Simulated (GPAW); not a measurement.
# Re in GPAW: convergence with density grid spacing (A)

Re:

```
Re
1.0
     0.00000    1.97500    1.97500
     1.97500    0.00000    1.97500
     1.97500    1.97500    0.00000
Re
1
Direct
  0.00000 0.00000 0.00000
```

This isn't the form of Re at room conditions, which is hcp.

* Program: GPAW 26.7.0
* Task: convergence study
* Functional: LDA
* Potentials or basis: the program's PAW data sets (release 1.2.1) made for this functional
* Cutoff: 600 eV
* Basis: pw
* Grid spacing: 0.24 Å
* k mesh: 12 × 12 × 12
* Occupations: fermi-dirac, width 0.05 eV
* Spin: no spin polarisation

These are the settings of the first run; the series varies density grid spacing (A), with any setting tied to it.

Hardware: 1 thread of Arm Neoverse V1, on a shared host.

```csv
density grid spacing (A),"energy less the tightest run, at zero smearing (meV/atom)",SCF cycles,CPU time (s),peak memory (GiB)
0.24,0.06,8,8.1,0.13
0.2,0.00,8,9.6,0.13
0.17,0.00,8,16,0.14
0.15,0.00,8,14,0.14
0.13,0.00,8,26,0.16
0.11,0.00,8,38,0.18
0.09,0.00,8,40,0.21
```

Against the tightest run, the energy stays within 1 meV/atom from 0.24 on. The tightest run that finished is the yardstick and may itself not be fully converged.

 Spin-orbit coupling is left out, which matters for the levels of Re.
